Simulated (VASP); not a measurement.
# KCl (Sylvite) (Fm-3m) in VASP: a series of runs

KCl (Sylvite) is run at these levels: BLYP, PBE; tasks: single point.

All numbers are computed with VASP 6.6.1; they aren't measurements. Logs are shortened: lines on timing, memory, paths and dates and some standing lists are left out, and cuts for length are marked.

**Measured values to compare with.**

A printed reference work, monograph reports, for a bulk crystal of KCl: band gap 8.68 eV.

The results are compared with them further down.

**1. The cell of the first run**

The structure is cubic, space group Fm-3m (No. 225). The conventional cell has a = 6.293 Å, b = 6.293 Å, c = 6.293 Å, α = 90.00°, β = 90.00°, γ = 90.00°. K (site symmetry m-3m) has 6 Cl at 3.15 Å within 4.1 Å. Within 4.1 Å of Cl (site symmetry m-3m) lie 6 K at 3.15 Å.

**2. Single point, BLYP**

Contents of INCAR:

```
SYSTEM = KCl
PREC = Accurate
ENCUT = 520
EDIFF = 1E-6
ISMEAR = 0
SIGMA = 0.01
LREAL = .False.
LASPH = .True.
NELM = 80
ALGO = Normal
ISIF = 2
LWAVE = .False.
LCHARG = .True.
GGA = B5
ALDAX = 1.0
AGGAX = 1.0
AGGAC = 1.0
ALDAC = 0.0
LELF = .True.
LVHAR = .True.
NBANDS = 15
```

Contents of KPOINTS:

```
Automatic mesh
0
Gamma
  6 6 6
  0 0 0
```

Contents of POSCAR:

```
KCl
1.0
    0.0000000000      3.1464700000      3.1464700000
    3.1464700000      0.0000000000      3.1464700000
    3.1464700000      3.1464700000      0.0000000000
K Cl
1 1
Direct
    0.0000000000      0.0000000000      0.0000000000
    0.5000000000      0.5000000000      0.5000000000
```

Potentials or basis: VASP PAW PBE potentials, release 64 (K_sv, Cl).

Launch:

```console
cat potpaw_PBE.64/K_sv/POTCAR potpaw_PBE.64/Cl/POTCAR > POTCAR
mpirun -np 1 vasp_std > vasp.out
```

OUTCAR:

```text
SYSTEM = KCl
   PREC = Accurate
   ENCUT = 520
   EDIFF = 1E-6
   ISMEAR = 0
   LREAL = .False.
   LASPH = .True.
   NELM = 80
   ISIF = 2
   GGA = B5

 ion  position               nearest neighbor table
   1  0.000  0.000  0.000-   2 3.15   2 3.15   2 3.15   2 3.15   2 3.15   2 3.15
   2  0.500  0.500  0.500-   1 3.15   1 3.15   1 3.15   1 3.15   1 3.15   1 3.15

  LATTYP: Found a face centered cubic cell.
 ALAT       =     6.2929400000

  Lattice vectors:

 A1 = (   0.0000000000,   3.1464700000,   3.1464700000)
 A2 = (   3.1464700000,   0.0000000000,   3.1464700000)
 A3 = (   3.1464700000,   3.1464700000,   0.0000000000)

Analysis of symmetry for initial positions (statically):
=====================================================================
 Subroutine PRICEL returns:
 Original cell was already a primitive cell.

 Routine SETGRP: Setting up the symmetry group for a
 face centered cubic supercell.

 Subroutine GETGRP returns: Found 48 space group operations
 (whereof 48 operations were pure point group operations)
 out of a pool of 48 trial point group operations.

The static configuration has the point symmetry O_h .

Analysis of symmetry for dynamics (positions and initial velocities):
=====================================================================
 Subroutine PRICEL returns:
 Original cell was already a primitive cell.

 Routine SETGRP: Setting up the symmetry group for a
 face centered cubic supercell.

 Subroutine GETGRP returns: Found 48 space group operations
 (whereof 48 operations were pure point group operations)
 out of a pool of 48 trial point group operations.

The dynamic configuration has the point symmetry O_h .

 Subroutine INISYM returns: Found 48 space group operations
 (whereof 48 operations are pure point group operations),
 and found     1 'primitive' translations

----------------------------------------------------------------------------------------

                                     Primitive cell

  volume of cell :      62.3018

  direct lattice vectors                    reciprocal lattice vectors
     0.000000000  3.146470000  3.146470000    -0.158908237  0.158908237  0.158908237
     3.146470000  0.000000000  3.146470000     0.158908237 -0.158908237  0.158908237
     3.146470000  3.146470000  0.000000000     0.158908237  0.158908237 -0.158908237

  length of vectors
     4.449780548  4.449780548  4.449780548     0.275237140  0.275237140  0.275237140

  position of ions in fractional coordinates (direct lattice)
     0.000000000  0.000000000  0.000000000
     0.500000000  0.500000000  0.500000000

  ion indices of the primitive-cell ions
   primitive index   ion index
                 1           1
                 2           2

----------------------------------------------------------------------------------------

 KPOINTS: Automatic mesh

Automatic generation of k-mesh.
 Grid dimensions read from file:
 generate k-points for:    6    6    6

 Generating k-lattice:

  Cartesian coordinates                     Fractional coordinates (reciprocal lattice)
    -0.026484706  0.026484706  0.026484706     0.166666667  0.000000000  0.000000000
     0.026484706 -0.026484706  0.026484706     0.000000000  0.166666667  0.000000000
     0.026484706  0.026484706 -0.026484706     0.000000000  0.000000000  0.166666667

  Length of vectors
     0.045872857  0.045872857  0.045872857

  Shift w.r.t. Gamma in fractional coordinates (k-lattice)
     0.000000000  0.000000000  0.000000000

 Subroutine IBZKPT returns following result:
 ===========================================

 Found     16 irreducible k-points:

 Following reciprocal coordinates:
            Coordinates               Weight
  0.000000  0.000000  0.000000      1.000000
  0.166667  0.000000  0.000000      8.000000
  0.333333  0.000000  0.000000      8.000000
  0.500000  0.000000  0.000000      4.000000
  0.166667  0.166667  0.000000      6.000000
  0.333333  0.166667  0.000000     24.000000
[... 8 lines left out ...]
 -0.333333  0.333333  0.166667     24.000000
 -0.333333  0.500000  0.166667     12.000000
   k-points           NKPTS =     16   k-points in BZ     NKDIM =     16   number of bands    NBANDS=     15
   number of dos      NEDOS =    301   number of ions     NIONS =      2
   total plane-waves  NPLWV =  46656
   dimension x,y,z NGX =    36 NGY =   36 NGZ =   36
   dimension x,y,z NGXF=    72 NGYF=   72 NGZF=   72
   ions per type =               1   1
   NGX,Y,Z   is equivalent  to a cutoff of  13.45, 13.45, 13.45 a.u.
   NGXF,Y,Z  is equivalent  to a cutoff of  26.90, 26.90, 26.90 a.u.
 SYSTEM =  KCl
   PREC   = accura    normal or accurate (medium, high low for compatibility)
   ISTART =      0    job   : 0-new  1-cont  2-samecut
   ICHARG =      2    charge: 1-file 2-atom 10-const
   ISPIN  =      1    spin polarized calculation?
   LNONCOLLINEAR =      F non collinear calculations
   LSORBIT =      F    spin-orbit coupling
   LASPH  =      T    aspherical Exc in radial PAW
   ENCUT  =  520.0 eV  38.22 Ry    6.18 a.u.   8.27  8.27  8.27*2*pi/ulx,y,z
   NELM   =     80;   NELMIN=  2; NELMDL= -5     # of ELM steps
   EDIFF  = 0.1E-05   stopping-criterion for ELM
   LREAL  =      F    real-space projection
   EDIFFG = 0.1E-04   stopping-criterion for IOM
   NSW    =      0    number of steps for IOM
   IBRION =     -1    ionic relax: 0-MD 1-quasi-New 2-CG
   NFREE  =      0    steps in history (QN), initial steepest desc. (CG)
   ISIF   =      2    stress and relaxation
   ISYM   =      2    0-nonsym 1-usesym 2-fastsym
   POTIM  = 0.5000    time-step for ionic-motion
   TEBEG  =    0.0;   TEEND  =   0.0 temperature during run
   PSTRESS=    0.0 pullay stress
   NELECT =      16.0000    total number of electrons
   NUPDOWN=      -1.0000    fix difference up-down
   EMIN   =  10.00;   EMAX   =-10.00  energy-range for DOS
   EFERMI =   0.00;   METHOD = LEGACY
   ISMEAR =     0;   SIGMA  =   0.01  broadening in eV -4-tet -1-fermi 0-gaus
   EFERMI_NEDOS =   21; number of points for ismear=-14 and -15
   IALGO  =     38    algorithm
   IMIX   =      4    mixing-type and parameters
     AMIX     =   0.40;   BMIX     =  1.00
     AMIX_MAG =   1.60;   BMIX_MAG =  1.00
  volume/ion in A,a.u.               =      31.15       210.22
  Fermi-wavevector in a.u.,A,eV,Ry     =   1.040594  1.966437 14.732871  1.082835
  Thomas-Fermi vector in A             =   2.175177
   LORBIT       =      0    0 simple, 1 ext, 2 COOP (PROOUT), +10 PAW based schemes
   GGA     = B5    functional components
   LHFCALC =     F    Hartree Fock is set to
   AEXX    =    0.0000 exact exchange contribution
   IVDW    =     0    specifies the selected vdW correction
   LEPSILON=     F    determine dielectric tensor
   LRPA    =     F    only Hartree local field effects (RPA)
 non-spin polarized calculation
 Gauss-broadening in eV      SIGMA  =   0.01
  energy-cutoff  :      520.00
  volume of cell :       62.30
 maximum number of plane-waves:      1694
 NGX is ok and might be reduce to    36
   NGX = 17   NGY = 17   NGZ = 17

 number of electron      16.0000001 magnetization

 Free energy of the ion-electron system (eV)
  ---------------------------------------------------
  ext. energy  EPLUGINS =         0.00000000
  ---------------------------------------------------
  free energy    TOTEN  =        -6.43368504 eV

  energy without entropy =       -6.43368504  energy(sigma->0) =       -6.43368504

 E-fermi :  -1.5125     XC(G=0):  -7.2798

 val. band max:       -1.5725420240   @ k =   0.0000   0.0000   0.0000
 cond. band min:       3.6117431785   @ k =   0.0000   0.0000   0.0000
 fundamental gap:      5.1842852025
 Fermi energy:        -1.5125067069

 k-point     1 :       0.0000    0.0000    0.0000
  band No.  band energies     occupation
      1     -28.7555      2.00000
      2     -13.6687      2.00000
      3     -12.2912      2.00000
      4     -12.2912      2.00000
      5     -12.2912      2.00000
      6      -1.5725      2.00000
      7      -1.5725      2.00000
      8      -1.5725      2.00000
      9       3.6117      0.00000
     10       6.7278      0.00000
     11       6.7278      0.00000
     12       6.7278      0.00000
     13       7.6022      0.00000
     14       7.6022      0.00000
     15      11.6124      0.00000

 k-point     2 :       0.1667    0.0000    0.0000
  band No.  band energies     occupation
      1     -28.7528      2.00000
      2     -13.7250      2.00000
      3     -12.2936      2.00000
      4     -12.2936      2.00000
      5     -12.2215      2.00000
      6      -1.8868      2.00000
      7      -1.6590      2.00000
      8      -1.6590      2.00000
      9       4.2490      0.00000
     10       6.5921      0.00000
     11       7.0699      0.00000
     12       7.0699      0.00000
     13       7.9742      0.00000
     14       7.9742      0.00000
     15      12.4207      0.00000

 k-point     3 :       0.3333    0.0000    0.0000
  band No.  band energies     occupation
      1     -28.7474      2.00000
      2     -13.8246      2.00000
      3     -12.2983      2.00000
      4     -12.2983      2.00000
      5     -12.0943      2.00000
      6      -2.4040      2.00000
      7      -1.8224      2.00000
      8      -1.8224      2.00000
      9       5.4974      0.00000
     10       6.6878      0.00000
     11       7.9961      0.00000
     12       7.9961      0.00000
     13       8.9173      0.00000
     14       8.9173      0.00000
     15      11.1608      0.00000
[... 199 lines left out ...]
 k-point    15 :      -0.3333    0.3333    0.1667
  band No.  band energies     occupation
      1     -28.7423      2.00000
      2     -13.7275      2.00000
      3     -12.3678      2.00000
      4     -12.3492      2.00000
      5     -12.1674      2.00000
      6      -2.2844      2.00000
      7      -2.0085      2.00000
      8      -1.9278      2.00000
      9       6.3997      0.00000
     10       6.6244      0.00000
     11       8.0899      0.00000
     12       8.3424      0.00000
     13       9.5057      0.00000
     14      10.0861      0.00000
     15      10.2515      0.00000

 k-point    16 :      -0.3333    0.5000    0.1667
  band No.  band energies     occupation
      1     -28.7415      2.00000
      2     -13.6478      2.00000
      3     -12.4114      2.00000
      4     -12.3684      2.00000
      5     -12.2314      2.00000
      6      -2.1394      2.00000
      7      -1.9977      2.00000
      8      -1.9288      2.00000
      9       5.6829      0.00000
     10       7.3732      0.00000
     11       7.4177      0.00000
     12       8.4948      0.00000
     13       9.2793      0.00000
     14       9.9902      0.00000
     15      10.6511      0.00000

------------------------ aborting loop because EDIFF is reached ----------------------------------------

  FORCE on cell =-STRESS in cart. coord.  units (eV):
  Direction    XX          YY          ZZ          XY          YZ          ZX
  --------------------------------------------------------------------------------------
  -------------------------------------------------------------------------------------
  Total        0.5787318      0.5787318      0.5787318      0.0000000      0.0000000     -0.0000000
  in kB       14.8828865     14.8828865     14.8828865      0.0000000      0.0000000     -0.0000000
  external PRESSURE =      14.8828865 kB  Pullay stress =       0.0000000 kB

 VOLUME and BASIS-vectors are now :
 -----------------------------------------------------------------------------
  energy-cutoff  :      520.00
  volume of cell :       62.30
      direct lattice vectors                 reciprocal lattice vectors
     0.000000000  3.146470000  3.146470000    -0.158908237  0.158908237  0.158908237
     3.146470000  0.000000000  3.146470000     0.158908237 -0.158908237  0.158908237
     3.146470000  3.146470000  0.000000000     0.158908237  0.158908237 -0.158908237

 POSITION                                       TOTAL-FORCE (eV/Angst)
 -----------------------------------------------------------------------------------
      0.00000      0.00000      0.00000         0.000000      0.000000      0.000000
      3.14647      3.14647      3.14647        -0.000000     -0.000000     -0.000000
 -----------------------------------------------------------------------------------
    total drift:                                0.000000      0.000000      0.000000

  FREE ENERGIE OF THE ION-ELECTRON SYSTEM (eV)
  ---------------------------------------------------
  free  energy   TOTEN  =        -6.4336850430 eV

  energy  without entropy=       -6.4336850430  energy(sigma->0) =       -6.43368504
```

Wall time 24 s (1 thread of AMD EPYC 9R45 (Zen 5), shared host); peak memory 0.17 GiB.

What came out:

```yaml
Free_energy: -6.4337 eV
Pressure: 1.5 GPa
Band_gap_on_the_k_mesh: 5.18 eV, direct
```

Caveat: the PAW data sets were made with another functional, which shifts forces and pressure a little.

**3. Single point, PBE**

Contents of INCAR:

```
PREC = Accurate
ENCUT = 520
EDIFF = 1E-7
ISMEAR = 0
SIGMA = 0.01
LREAL = False
LASPH = True
NELM = 80
ALGO = Normal
ISIF = 2
LWAVE = False
LCHARG = False
GGA = PE
NBANDS = 15
```

Contents of KPOINTS:

```
regular mesh
0
Gamma
  6 6 6
```

POSCAR is that of step 2.

Potentials or basis: VASP PAW PBE potentials, release 64 (K_sv, Cl).

Launch:

```console
cat potpaw_PBE.64/K_sv/POTCAR potpaw_PBE.64/Cl/POTCAR > POTCAR
mpirun -np 1 vasp_std > vasp.out
```

It took 13 s on 1 thread of AMD EPYC 9R45 (Zen 5), shared host; peak memory 0.17 GiB.

Results (log left out):

| Quantity | Value |
| --- | --- |
| Free energy | -6.8039 eV |
| Pressure | 0.8 GPa |
| Band gap on the k mesh | 5.19 eV, direct |

Levels at points of the mesh, in eV from the valence-band top:
```tsv
k point	band 6	band 7	band 8	band 9	band 10	band 11
(0.00, 0.00, 0.00)	0.00	0.00	0.00	5.19	8.38	8.38
(0.50, 0.00, 0.00)	-1.05	-0.32	-0.32	7.59	8.60	10.53
(0.50, 0.50, 0.00)	-0.66	-0.22	-0.22	6.53	8.35	10.07
```

**4. Comparison with measurements**

Step 2. A measured gap of KCl is 8.68 eV (a printed reference work, monograph); the calculated 5.18 eV misses it by -3.50 eV. The value is that of BLYP, without temperature or zero-point motion. Semilocal functionals fall short of measured gaps as a rule.

Step 3. Against the measured gap of KCl, 8.68 eV (a printed reference work, monograph), the calculated 5.19 eV is off by -3.49 eV. The value is that of PBE, without temperature or zero-point motion. Semilocal functionals fall short of measured gaps as a rule.
